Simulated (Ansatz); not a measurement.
**Molybdenum, simple cubic under revPBE: from relaxation to bulk modulus**

Aim: take molybdenum in the simple cubic structure, relax it, solve it on a dense k-mesh, then scale the cell to 7 volumes from 88 to 112 % of the relaxed one and try a fit of the equation of state. Spin polarisation is left out. The k-meshes are 12×12×12 for the relaxation; 20×20×20 for the dense run; 14×14×14 for the volumes.

This is Mo in the simple cubic structure; at room conditions it is bcc.

Program: Ansatz 0.2.0. Level of theory: DFT revPBE, plane waves (420 eV) with PAW, scalar-relativistic; the PAW data stem from PBE, with regenerated cores. These are calculated values, not measurements.

## (1) The system as given

It takes space group Pm-3m (No. 221, cubic). The conventional cell has a = 2.563 Å, b = 2.563 Å, c = 2.563 Å, α = 90.00°, β = 90.00°, γ = 90.00°. Mo (site symmetry m-3m) has 6 Mo at 2.56 Å as nearest neighbours.

Structure file:

```cif
data_structure
_symmetry_space_group_name_H-M 'Pm-3m'
_symmetry_Int_Tables_number 221
_cell_length_a 2.5629
_cell_length_b 2.5629
_cell_length_c 2.5629
_cell_angle_alpha 90.000
_cell_angle_beta 90.000
_cell_angle_gamma 90.000
_cell_volume 16.83
loop_
_atom_site_label
_atom_site_type_symbol
_atom_site_symmetry_multiplicity
_atom_site_Wyckoff_symbol
_atom_site_fract_x
_atom_site_fract_y
_atom_site_fract_z
_atom_site_occupancy
Mo1 Mo 1 a 0.00000 0.00000 0.00000 1
```

## (2) Geometry optimisation

input.yaml reads:

```yaml
crystal:
  lattice:
    - [2.5629259694, 0.0, 0.0]
    - [0.0, 2.5629259694, 0.0]
    - [0.0, 0.0, 2.5629259694]
  atoms:
    - { symbol: Mo, position: [0.0, 0.0, 0.0] }
hamiltonian:
  xc: revpbe
  pseudopotentials:
    kind: paw
    azcp:
      Mo: "pseudopotentials/Mo.paw.azcp"
basis:
  ecutwfc: 420
  fft_grid_basis: typed
kpoints:
  mp_grid: { grid: [12, 12, 12], shift: [0, 0, 0] }
magnetization:
  spin_polarized: false
scf:
  occupations: { method: fermi_dirac, width: 0.1 }
relax:
  max_steps: 60
  f_tol: 0.01
  cell: {}
output:
  write_density: true
  write_potential: true
  elf: true
  volumetric_format: npy
```

Standard output:

```text
Warning: RAYON_NUM_THREADS=2 ignored (pool sized by the plan → 2); use --threads N
Engine: ansatz 0.2.0, aarch64-unknown-linux-gnu
Pseudopotentials: kind: paw
Pseudopotential: Mo, paw, valence charge 14, recommended cutoff 420 eV (normal), <dir>
Functional definition: revPBE
  parameter kappa = 1.245
  parameter beta = 0.06672455060314922
  exchange = pbe_x(kappa = kappa, mu = beta*pi^2/3)
  correlation = pbe_c(beta = beta)
Crystal: 1 atoms, lattice volume = 16.835 Å³
Basis set: ecut = 420 eV, 341 PW (Γ), exchange–correlation on 36×36×36 points (8 copies of the dense FFT grid, shifted against one another)
Bands: 11, of which v1, the nominal top of the filled ones, is band 7 counted from 1 (6 counted from 0)
Symmetry: 48 space group operations
Space group: Pm-3m (ITA 221), of the structure as read, at distance tolerance 2.6e-5 Å
k-points: 84 of 1728
Non-local potential: Mo, projectors of the file, l = 0: 3, l = 1: 2, l = 2: 2, l = 3: 1
PAW form: soft (Blöchl's): semilocal exchange-correlation on the pseudo side does not see the compensation charge
PAW frozen core: Mo, regenerated for the run's functional, and the local potential with it (the file was generated under x = pbe(κ = 0.804, μ = 0.2195149727645171), c = pbe(β = 0.06672455060314922))
PAW one-centre angular grid: Mo, 590 points (default); XC on 64 Gauss nodes
Initial density: superposition of atomic densities (neutral atoms: chi_scale 0, normalization atom), corrected by the library's trained network
Initial wavefunctions: pseudopotential atomic-orbital guess
Functional: x = revpbe(κ = 1.245, μ = 0.2195149727645171), c = pbe(β = 0.06672455060314922)
SCF iter   1: F=—  HF=-4959.848105 eV  |F-HF|=—  |Δ(HF+E_count)|=         —  Δρ=4.52e-3  dr2=1.21e-3  ethr=1.77e-3  ⟨swp⟩=5.0  Hψ=5421  notcnv=0
preconditioner: auto → none  [metal: Δε(μ)=0.050 eV  Ē_g=7.580 eV  σ=0.100 eV  W_gap=0.12  n_scr=6 (ndim 8)  ℏωp=22.2 eV  f_vac=0.000  D(μ)=1.07/eV (n_scr^D=6)  sad-step TF]
SCF iter   2: F=—  HF=-4959.848268 eV  |F-HF|=—  |Δ(HF+E_count)|=   1.63e-4  Δρ=2.69e-3  dr2=4.16e-4  ethr=8.65e-6  ⟨swp⟩=1.8  Hψ=1795  notcnv=0
SCF iter   3: F=—  HF=-4959.848503 eV  |F-HF|=—  |Δ(HF+E_count)|=   2.35e-4  Δρ=3.91e-4  dr2=2.45e-5  ethr=2.97e-6  ⟨swp⟩=1.4  Hψ=1020  notcnv=0
SCF iter   4: F=—  HF=-4959.848510 eV  |F-HF|=—  |Δ(HF+E_count)|=   7.01e-6  Δρ=9.54e-5  dr2=3.14e-7  ethr=1.75e-7  ⟨swp⟩=2.9  Hψ=1523  notcnv=0
iter 5 did not close the SCF: its close was put off for the readings that it lacked (scf_convergence_deferred on its scf_iter line)
SCF iter   5: F=-4959.848510 eV  HF=-4959.848510 eV  |F-HF|=5.29e-8  |Δ(HF+E_count)|=   3.28e-7  Δρ=2.33e-5  dr2=7.10e-8  ethr=2.25e-9  ⟨swp⟩=2.0  Hψ=1512  notcnv=0
SCF iter   6: F=-4959.848510 eV  HF=-4959.848510 eV  |F-HF|=1.01e-9  |Δ(HF+E_count)|=   2.31e-8  Δρ=3.56e-6  dr2=1.24e-9  ethr=5.07e-10  ⟨swp⟩=5.0  Hψ=4870  notcnv=0
SCF 1 converged in 6 iterations: F = -4959.848510 eV  dr2 = 1.24e-9
relax step   1: F+E_penalty+E_count = -4959.84851038 eV  Δ(F+E_penalty+E_count) = +0.000e0 eV  max|allowed force component| = 0.000e0 eV/Å  Δτ_max = 0.0000 Å  P = +12.218 GPa  Ω = 16.835 Å³  (6 SCF iters, dr2 threshold 1.00e-7 eV, accepted)
Crystal: 1 atoms, lattice volume = 18.734 Å³
Basis set: ecut = 420 eV, 365 PW (Γ), exchange–correlation on 36×36×36 points (8 copies of the dense FFT grid, shifted against one another)
Initial density: handed on by an earlier stage of this run
Initial wavefunctions: those handed on with the density
iter 1 solved again at ethr=8.41e-6 eV; its pass at ethr=3.10e-3 eV (dr2=1.18e-3 eV) is discarded
SCF iter   1: F=—  HF=-4959.860523 eV  |F-HF|=—  |Δ(HF+E_count)|=         —  Δρ=4.47e-3  dr2=1.13e-3  ethr=8.41e-6  ⟨swp⟩=1.4  Hψ=7292  notcnv=0
preconditioner: auto → none  [metal: Δε(μ)=0.113 eV  Ē_g=6.752 eV  σ=0.100 eV  W_gap=0.26  n_scr=6 (ndim 8)  ℏωp=21.0 eV  f_vac=0.000  D(μ)=0.95/eV (n_scr^D=6)]
SCF iter   2: F=—  HF=-4959.861617 eV  |F-HF|=—  |Δ(HF+E_count)|=   1.09e-3  Δρ=2.27e-3  dr2=2.96e-4  ethr=8.10e-6  ⟨swp⟩=1.0  Hψ=924  notcnv=0
SCF iter   3: F=—  HF=-4959.862035 eV  |F-HF|=—  |Δ(HF+E_count)|=   4.18e-4  Δρ=3.60e-4  dr2=2.51e-5  ethr=2.11e-6  ⟨swp⟩=2.4  Hψ=1383  notcnv=0
SCF iter   4: F=—  HF=-4959.862073 eV  |F-HF|=—  |Δ(HF+E_count)|=   3.81e-5  Δρ=5.07e-5  dr2=1.71e-7  ethr=1.80e-7  ⟨swp⟩=2.7  Hψ=1578  notcnv=0
SCF iter   5: F=-4959.862073 eV  HF=-4959.862073 eV  |F-HF|=6.30e-10  |Δ(HF+E_count)|=   4.20e-8  Δρ=4.45e-6  dr2=2.99e-9  ethr=7.14e-10  ⟨swp⟩=7.0  Hψ=4580  notcnv=0
SCF 2 converged in 5 iterations: F = -4959.862073 eV  dr2 = 2.99e-9
relax step   2: F+E_penalty+E_count = -4959.86207262 eV  Δ(F+E_penalty+E_count) = -1.356e-2 eV  max|allowed force component| = 0.000e0 eV/Å  Δτ_max = 0.0000 Å  P = -8.012 GPa  Ω = 18.734 Å³  energy of the carried Pulay correction = -6.275e-4 eV  (5 SCF iters, dr2 threshold 1.00e-7 eV, accepted)
Crystal: 1 atoms, lattice volume = 17.933 Å³
iter 1 solved again at ethr=1.44e-6 eV; its pass at ethr=3.10e-3 eV (dr2=2.02e-4 eV) is discarded
SCF iter   1: F=—  HF=-4959.884762 eV  |F-HF|=—  |Δ(HF+E_count)|=         —  Δρ=1.86e-3  dr2=1.95e-4  ethr=1.44e-6  ⟨swp⟩=2.6  Hψ=7211  notcnv=0
preconditioner: auto → none  [metal: Δε(μ)=0.042 eV  Ē_g=7.087 eV  σ=0.100 eV  W_gap=0.11  n_scr=6 (ndim 8)  ℏωp=21.5 eV  f_vac=0.000  D(μ)=0.99/eV (n_scr^D=6)]
SCF iter   2: F=—  HF=-4959.884923 eV  |F-HF|=—  |Δ(HF+E_count)|=   1.61e-4  Δρ=9.71e-4  dr2=5.10e-5  ethr=1.39e-6  ⟨swp⟩=1.0  Hψ=924  notcnv=0
SCF iter   3: F=—  HF=-4959.885019 eV  |F-HF|=—  |Δ(HF+E_count)|=   9.56e-5  Δρ=7.94e-5  dr2=1.14e-6  ethr=3.65e-7  ⟨swp⟩=2.0  Hψ=1427  notcnv=0
SCF iter   4: F=-4959.885018 eV  HF=-4959.885018 eV  |F-HF|=3.89e-9  |Δ(HF+E_count)|=   4.21e-7  Δρ=1.76e-5  dr2=1.82e-8  ethr=7.14e-10  ⟨swp⟩=7.9  Hψ=5119  notcnv=0
SCF 3 converged in 4 iterations: F = -4959.885018 eV  dr2 = 1.82e-8
relax step   3: F+E_penalty+E_count = -4959.88501830 eV  Δ(F+E_penalty+E_count) = -2.295e-2 eV  max|allowed force component| = 0.000e0 eV/Å  Δτ_max = 0.0000 Å  P = -0.785 GPa  Ω = 17.933 Å³  energy of the carried Pulay correction = -3.711e-4 eV  (4 SCF iters, dr2 threshold 1.00e-7 eV, accepted)
Crystal: 1 atoms, lattice volume = 17.850 Å³
iter 1 solved again at ethr=1.97e-8 eV; its pass at ethr=3.10e-3 eV (dr2=2.76e-6 eV) is discarded
SCF iter   1: F=—  HF=-4959.885198 eV  |F-HF|=—  |Δ(HF+E_count)|=         —  Δρ=2.02e-4  dr2=2.12e-6  ethr=1.97e-8  ⟨swp⟩=3.2  Hψ=6864  notcnv=0
preconditioner: auto → none  [metal: Δε(μ)=0.043 eV  Ē_g=7.123 eV  σ=0.100 eV  W_gap=0.11  n_scr=6 (ndim 8)  ℏωp=21.5 eV  f_vac=0.000  D(μ)=1.00/eV (n_scr^D=6)]
SCF iter   2: F=—  HF=-4959.885233 eV  |F-HF|=—  |Δ(HF+E_count)|=   3.48e-5  Δρ=1.04e-4  dr2=5.74e-7  ethr=1.51e-8  ⟨swp⟩=1.0  Hψ=924  notcnv=0
SCF iter   3: F=-4959.885233 eV  HF=-4959.885233 eV  |F-HF|=8.59e-9  |Δ(HF+E_count)|=   7.59e-7  Δρ=7.62e-6  dr2=1.12e-8  ethr=7.14e-10  ⟨swp⟩=5.3  Hψ=5112  notcnv=0
SCF 4 converged in 3 iterations: F = -4959.885233 eV  dr2 = 1.12e-8
relax step   4: F+E_penalty+E_count = -4959.88523331 eV  Δ(F+E_penalty+E_count) = -2.150e-4 eV  max|allowed force component| = 0.000e0 eV/Å  Δτ_max = 0.0000 Å  P = +0.061 GPa  Ω = 17.850 Å³  energy of the carried Pulay correction = -3.439e-4 eV  (3 SCF iters, dr2 threshold 1.00e-7 eV, accepted)
Crystal: 1 atoms, lattice volume = 17.856 Å³
iter 1 solved again at ethr=1.32e-10 eV; its pass at ethr=3.10e-3 eV (dr2=1.84e-8 eV) is discarded
SCF iter   1: F=—  HF=-4959.885200 eV  |F-HF|=—  |Δ(HF+E_count)|=         —  Δρ=1.30e-5  dr2=1.78e-8  ethr=1.32e-10  ⟨swp⟩=3.0  Hψ=6817  notcnv=0
preconditioner: auto → none  [metal: Δε(μ)=0.043 eV  Ē_g=7.120 eV  σ=0.100 eV  W_gap=0.11  n_scr=6 (ndim 8)  ℏωp=21.5 eV  f_vac=0.000  D(μ)=1.00/eV (n_scr^D=6)]
SCF iter   2: F=-4959.885233 eV  HF=-4959.885233 eV  |F-HF|=2.69e-9  |Δ(HF+E_count)|=   3.29e-5  Δρ=6.44e-6  dr2=2.22e-9  ethr=6.64e-11  ⟨swp⟩=4.8  Hψ=4656  notcnv=0
SCF 5 converged in 2 iterations: F = -4959.885233 eV  dr2 = 2.22e-9
relax step   5: F+E_penalty+E_count = -4959.88523251 eV  Δ(F+E_penalty+E_count) = +8.017e-7 eV  max|allowed force component| = 0.000e0 eV/Å  Δτ_max = 0.0000 Å  P = +0.000 GPa  Ω = 17.856 Å³  energy of the carried Pulay correction = -3.459e-4 eV  (2 SCF iters, dr2 threshold 9.30e-9 eV, accepted)
Initial wavefunctions: pseudopotential atomic-orbital guess (no wavefunctions were taken with the density)
iter 1 solved again at ethr=3.14e-8 eV; its pass at ethr=3.10e-3 eV (dr2=4.39e-6 eV) is discarded
SCF iter   1: F=—  HF=-4959.885494 eV  |F-HF|=—  |Δ(HF+E_count)|=         —  Δρ=1.97e-4  dr2=5.93e-7  ethr=3.14e-8  ⟨swp⟩=3.3  Hψ=8125  notcnv=0
SCF iter   2: F=—  HF=-4959.885536 eV  |F-HF|=—  |Δ(HF+E_count)|=   4.21e-5  Δρ=9.60e-5  dr2=1.20e-7  ethr=4.23e-9  ⟨swp⟩=2.0  Hψ=1445  notcnv=0
SCF iter   3: F=—  HF=-4959.885538 eV  |F-HF|=—  |Δ(HF+E_count)|=   2.80e-6  Δρ=9.55e-6  dr2=5.74e-9  ethr=8.59e-10  ⟨swp⟩=2.3  Hψ=1521  notcnv=0
SCF iter   4: F=—  HF=-4959.885538 eV  |F-HF|=—  |Δ(HF+E_count)|=   2.16e-8  Δρ=3.00e-6  dr2=2.44e-10  ethr=4.10e-11  ⟨swp⟩=2.3  Hψ=1444  notcnv=0
SCF iter   5: F=-4959.885538 eV  HF=-4959.885538 eV  |F-HF|=3.46e-11  |Δ(HF+E_count)|=   2.12e-9  Δρ=4.19e-7  dr2=5.26e-12  ethr=1.00e-12  ⟨swp⟩=4.0  Hψ=3987  notcnv=0
SCF 6 converged in 5 iterations: F = -4959.885538 eV  dr2 = 5.26e-12
relax step   6: F+E_penalty+E_count = -4959.88553842 eV  Δ(F+E_penalty+E_count) = -3.059e-4 eV  max|allowed force component| = 0.000e0 eV/Å  Δτ_max = 0.0000 Å  P = -0.013 GPa  Ω = 17.856 Å³  stress off target by 1.28e-2 GPa  SCF on the basis re-selected at this cell (its energy is not comparable with the rows above)  (5 SCF iters)
basis re-selected at this cell: Δ(F+E_penalty+E_count) = -3.059e-4 eV, ΔP = -0.013 GPa vs the last step (what re-selecting the basis moved, of the pressure what is left beyond the Pulay correction that the steps carried, after the strain that the cell walked since its last selection, with what the two solves' SCF thresholds leave and, on support functions, any second-order correction that the steps lacked; it is no measure of the basis error at this ecutwfc). This SCF's stress stands 1.28e-2 GPa from its target on what of the cell is left free (relax.cell.stress_tol is 5.00e-2 GPa) and its largest allowed force component is 0.00e0 eV/Å (relax.f_tol is 1.00e-2 eV/Å): within both
SCF converged after 5 iterations
Free energy (F): -4959.885538 eV
Harris-Foulkes:  -4959.885538 eV  (|F-HF|=3.46e-11)
Internal energy: -4959.852708 eV  (E = F + TS)
E sigma→0 (E₀):  -4959.869123 eV
Entropy (-TS):   -0.032830 eV (-32.830 meV/atom)
Fermi energy:    17.915550 eV
--- Per-component energies (eV) ---
  E_band       = -94.823624
  E_kinetic    = 440.698128
  E_local      = -939.013951  (includes V_loc(G=0)·N_el)
  E_nonlocal   = 144.129571
  E_hartree    = 315.685056
  E_xc         = -182.697166
  E_vxc        = -227.731212  (∫ρ·V_xc dr)
  E_paw        = -3206.719673  (= ΣΔE_a)
  E_vpaw       = -144.276303  (= ΣTr[D̂ρ^β])
  E_aug_tail   = 0.000046  (compensation charges beyond the density's cutoff)
  E_ewald      = -1531.869131
  E_core_change = -0.065588  (= ΣΔE_core)
  E_smearing   = -0.032830  (= −TS)
  E_closure    = -0.000000  (closes the sum)
  Σ components = -4959.885538   (vs F -4959.885538, Δ=0.00e0)
--- Forces (eV/Å), atoms counted from 1 ---
  atom   1  Mo     0.00000000    -0.00000000    -0.00000000
  max |Σ_I F_I| component: 1.23e-32 eV/Å
--- Stress (GPa, compression-positive) ---
       -0.012831      -0.000000       0.000000
       -0.000000      -0.012831      -0.000000
        0.000000       0.000000      -0.012831
  P = ⅓ Tr σ = -0.0128 GPa (-0.128 kbar)
--- Band table (eV; the first three rows and the last of 84) ---
  k-point 0: bands = ["-43.1394", "-16.4445", "-16.4445", "-16.4445", "11.5745", "13.8963", "13.8963", "21.7117", "21.7117", "21.7117", "33.2819"]
  k-point 1: bands = ["-43.1272", "-16.5456", "-16.4359", "-16.4359", "11.7808", "13.9486", "14.1281", "21.4312", "21.4312", "21.7321", "32.2533"]
  k-point 2: bands = ["-43.0936", "-16.8162", "-16.4125", "-16.4125", "12.3131", "14.0951", "14.8299", "20.7429", "20.7429", "21.7884", "30.3043"]
  k-point 83: bands = ["-42.6001", "-17.4669", "-17.4669", "-17.4669", "14.3484", "14.3484", "14.3484", "24.0795", "24.0795", "25.7175", "30.5354"]
--- Relaxed structure (5 steps of the walk, 5 accepted, 1 SCFs on fresh bases) ---
  F+E_penalty+E_count = -4959.88553842 eV   max|allowed force component| = 0.000e0 eV/Å   (the final SCF, on the basis selected at the relaxed cell)
  cell:  # Å, volume = 17.8560 Å³
    - [2.6137321684858437, -3.0804848225068756e-33, 5.1257822999056115e-34]
    - [-3.0804848225068756e-33, 2.6137321684858437, -6.419766481290786e-35]
    - [-1.0030885127016851e-36, -6.419766481290786e-35, 2.6137321684858437]
  atoms:
    - { symbol: Mo, position: [0.0, 0.0, 0.0] }
```

It took 3.6 s on 2 threads of an Arm CPU, shared host; peak memory 0.28 GiB.

The walk, from the log:

```csv
step,energy change (meV/atom),largest force (eV/Å),pressure (GPa),volume (Å³/atom)
1,0.00,0.0000,12.22,16.835
2,-13.56,0.0000,-8.01,18.734
3,-36.51,0.0000,-0.78,17.933
4,-36.72,0.0000,0.06,17.850
5,-36.72,0.0000,0.00,17.856
6,-37.03,0.0000,-0.01,17.856
```

Steps that repeat a cell are solved on a basis chosen anew, so their changes of energy are no gain of the relaxation.

The cell of the run, before and after:

|  | before | after | change |
| --- | --- | --- | --- |
| a (Å) | 2.563 | 2.614 | +2.0 % |
| b (Å) | 2.563 | 2.614 | +2.0 % |
| c (Å) | 2.563 | 2.614 | +2.0 % |
| volume (Å³/atom) | 16.835 | 17.856 | +6.1 % |
| shortest distance (Å) | 2.563 | 2.614 | +2.0 % |
| space group (spins left aside) | Pm-3m | Pm-3m | same |

## (3) Dense single point

input.yaml reads:

```yaml
crystal:
  lattice:
    - [2.6137321685, 0.0, 0.0]
    - [0.0, 2.6137321685, 0.0]
    - [0.0, 0.0, 2.6137321685]
  atoms:
    - { symbol: Mo, position: [0.0, 0.0, 0.0] }
hamiltonian:
  xc: revpbe
  pseudopotentials:
    kind: paw
    azcp:
      Mo: "pseudopotentials/Mo.paw.azcp"
basis:
  ecutwfc: 420
  fft_grid_basis: typed
kpoints:
  mp_grid: { grid: [20, 20, 20], shift: [0, 0, 0] }
magnetization:
  spin_polarized: false
scf:
  occupations: { method: fermi_dirac, width: 0.1 }
```

Standard output, shortened:

```text
Warning: RAYON_NUM_THREADS=2 ignored (pool sized by the plan → 2); use --threads N
[...]
Pseudopotentials: kind: paw
Pseudopotential: Mo, paw, valence charge 14, recommended cutoff 420 eV (normal), <dir>
Functional definition: revPBE
[...]
Crystal: 1 atoms, lattice volume = 17.856 Å³
Basis set: ecut = 420 eV, 365 PW (Γ)
Bands: 11, of which v1, the nominal top of the filled ones, is band 7 counted from 1 (6 counted from 0)
Symmetry: 48 space group operations
Space group: Pm-3m (ITA 221), of the structure as read, at distance tolerance 2.6e-5 Å
k-points: 286 of 8000
[...]
SCF iter   1: F=—  HF=-4959.882598 eV  |F-HF|=—  |Δ(HF+E_count)|=         —  Δρ=4.35e-3  dr2=9.86e-4  ethr=1.77e-3  ⟨swp⟩=5.0  Hψ=18421  notcnv=0
[...]
SCF iter   6: F=-4959.883007 eV  HF=-4959.883007 eV  |F-HF|=1.48e-9  |Δ(HF+E_count)|=   3.09e-9  Δρ=4.60e-6  dr2=1.96e-9  ethr=3.65e-10  ⟨swp⟩=1.0  Hψ=8776  notcnv=0
[...]
SCF converged after 6 iterations
Free energy (F): -4959.883007 eV
[...]
E sigma→0 (E₀):  -4959.864871 eV
Entropy (-TS):   -0.036272 eV (-36.272 meV/atom)
Fermi energy:    17.943289 eV
[...]
```

It took 2 s on 2 threads of an Arm CPU, shared host; peak memory 0.31 GiB.

## (4) The cell scaled to 88 % of its volume

input.yaml reads:

```yaml
crystal:
  lattice:
    - [2.5046976426, 0.0, 0.0]
    - [0.0, 2.5046976426, 0.0]
    - [0.0, 0.0, 2.5046976426]
  atoms:
    - { symbol: Mo, position: [0.0, 0.0, 0.0] }
hamiltonian:
  xc: revpbe
  pseudopotentials:
    kind: paw
    azcp:
      Mo: "pseudopotentials/Mo.paw.azcp"
basis:
  ecutwfc: 420
  fft_grid_basis: typed
kpoints:
  mp_grid: { grid: [14, 14, 14], shift: [0, 0, 0] }
magnetization:
  spin_polarized: false
scf:
  occupations: { method: fermi_dirac, width: 0.1 }
  lower_state_search: "off"
output:
  stress: true
```

Standard output, shortened:

```text
Warning: RAYON_NUM_THREADS=2 ignored (pool sized by the plan → 2); use --threads N
[...]
Pseudopotentials: kind: paw
Pseudopotential: Mo, paw, valence charge 14, recommended cutoff 420 eV (normal), <dir>
Functional definition: revPBE
[...]
Crystal: 1 atoms, lattice volume = 15.713 Å³
Basis set: ecut = 420 eV, 305 PW (Γ)
Bands: 11, of which v1, the nominal top of the filled ones, is band 7 counted from 1 (6 counted from 0)
Symmetry: 48 space group operations
Space group: Pm-3m (ITA 221), of the structure as read, at distance tolerance 2.5e-5 Å
k-points: 120 of 2744
[...]
SCF iter   1: F=—  HF=-4959.714776 eV  |F-HF|=—  |Δ(HF+E_count)|=         —  Δρ=3.36e-3  dr2=9.06e-4  ethr=1.77e-3  ⟨swp⟩=5.0  Hψ=7768  notcnv=0
[...]
SCF iter   6: F=-4959.715046 eV  HF=-4959.715046 eV  |F-HF|=1.16e-10  |Δ(HF+E_count)|=   5.43e-9  Δρ=1.44e-6  dr2=1.66e-10  ethr=1.31e-10  ⟨swp⟩=2.0  Hψ=4451  notcnv=0
[...]
SCF converged after 6 iterations
Free energy (F): -4959.715046 eV
[...]
E sigma→0 (E₀):  -4959.698744 eV
Entropy (-TS):   -0.032604 eV (-32.604 meV/atom)
Fermi energy:    20.936197 eV
[...]
--- Stress (GPa, compression-positive) ---
       29.058259      -0.000000       0.000000
       -0.000000      29.058259       0.000000
        0.000000       0.000000      29.058259
  P = ⅓ Tr σ = 29.0583 GPa (290.583 kbar)
```

It took 0.79 s on 2 threads of an Arm CPU, shared host; peak memory 0.26 GiB.

## (5) The cell scaled to 92 % of its volume

Edit input.yaml of step 4 so:

```diff
@@ -2,5 +2,5 @@
   lattice:
-    - [2.5046976426, 0.0, 0.0]
-    - [0.0, 2.5046976426, 0.0]
-    - [0.0, 0.0, 2.5046976426]
+    - [2.5420867018, 0.0, 0.0]
+    - [0.0, 2.5420867018, 0.0]
+    - [0.0, 0.0, 2.5420867018]
   atoms:
```

Standard output, shortened:

```text
Warning: RAYON_NUM_THREADS=2 ignored (pool sized by the plan → 2); use --threads N
[...]
Pseudopotentials: kind: paw
Pseudopotential: Mo, paw, valence charge 14, recommended cutoff 420 eV (normal), <dir>
Functional definition: revPBE
[...]
Crystal: 1 atoms, lattice volume = 16.427 Å³
Basis set: ecut = 420 eV, 341 PW (Γ)
Bands: 11, of which v1, the nominal top of the filled ones, is band 7 counted from 1 (6 counted from 0)
Symmetry: 48 space group operations
Space group: Pm-3m (ITA 221), of the structure as read, at distance tolerance 2.5e-5 Å
k-points: 120 of 2744
[...]
SCF iter   1: F=—  HF=-4959.816037 eV  |F-HF|=—  |Δ(HF+E_count)|=         —  Δρ=2.79e-3  dr2=5.89e-4  ethr=1.77e-3  ⟨swp⟩=5.0  Hψ=7699  notcnv=0
[...]
SCF iter   6: F=-4959.816471 eV  HF=-4959.816471 eV  |F-HF|=5.46e-10  |Δ(HF+E_count)|=  4.50e-10  Δρ=2.56e-6  dr2=7.43e-10  ethr=1.36e-10  ⟨swp⟩=2.0  Hψ=4187  notcnv=0
[...]
SCF converged after 6 iterations
Free energy (F): -4959.816471 eV
[...]
E sigma→0 (E₀):  -4959.799131 eV
Entropy (-TS):   -0.034678 eV (-34.678 meV/atom)
Fermi energy:    19.874573 eV
[...]
--- Stress (GPa, compression-positive) ---
       16.879379      -0.000000       0.000000
        0.000000      16.879379       0.000000
        0.000000       0.000000      16.879379
  P = ⅓ Tr σ = 16.8794 GPa (168.794 kbar)
```

Run time: 0.82 s. Hardware: 2 threads of an Arm CPU, shared host; peak memory 0.27 GiB.

## (6) The cell scaled to 96 % of its volume

Edit input.yaml of step 5 so:

```diff
@@ -2,5 +2,5 @@
   lattice:
-    - [2.5420867018, 0.0, 0.0]
-    - [0.0, 2.5420867018, 0.0]
-    - [0.0, 0.0, 2.5420867018]
+    - [2.5784071332, 0.0, 0.0]
+    - [0.0, 2.5784071332, 0.0]
+    - [0.0, 0.0, 2.5784071332]
   atoms:
```

Standard output, shortened:

```text
Warning: RAYON_NUM_THREADS=2 ignored (pool sized by the plan → 2); use --threads N
[...]
Pseudopotentials: kind: paw
Pseudopotential: Mo, paw, valence charge 14, recommended cutoff 420 eV (normal), <dir>
Functional definition: revPBE
[...]
Crystal: 1 atoms, lattice volume = 17.142 Å³
Basis set: ecut = 420 eV, 341 PW (Γ)
Bands: 11, of which v1, the nominal top of the filled ones, is band 7 counted from 1 (6 counted from 0)
Symmetry: 48 space group operations
Space group: Pm-3m (ITA 221), of the structure as read, at distance tolerance 2.6e-5 Å
k-points: 120 of 2744
[...]
SCF iter   1: F=—  HF=-4959.868615 eV  |F-HF|=—  |Δ(HF+E_count)|=         —  Δρ=2.59e-3  dr2=4.20e-4  ethr=1.77e-3  ⟨swp⟩=5.0  Hψ=7752  notcnv=0
[...]
SCF iter   6: F=-4959.869016 eV  HF=-4959.869016 eV  |F-HF|=9.42e-10  |Δ(HF+E_count)|=   1.04e-8  Δρ=3.49e-6  dr2=1.43e-9  ethr=1.63e-10  ⟨swp⟩=2.0  Hψ=4112  notcnv=0
[...]
SCF converged after 6 iterations
Free energy (F): -4959.869016 eV
[...]
E sigma→0 (E₀):  -4959.850601 eV
Entropy (-TS):   -0.036828 eV (-36.828 meV/atom)
Fermi energy:    18.896339 eV
[...]
--- Stress (GPa, compression-positive) ---
        7.039238       0.000000       0.000000
        0.000000       7.039238       0.000000
        0.000000       0.000000       7.039238
  P = ⅓ Tr σ = 7.0392 GPa (70.392 kbar)
```

Run time: 0.83 s. Hardware: 2 threads of an Arm CPU, shared host; peak memory 0.26 GiB.

[end of part 1 of 2]
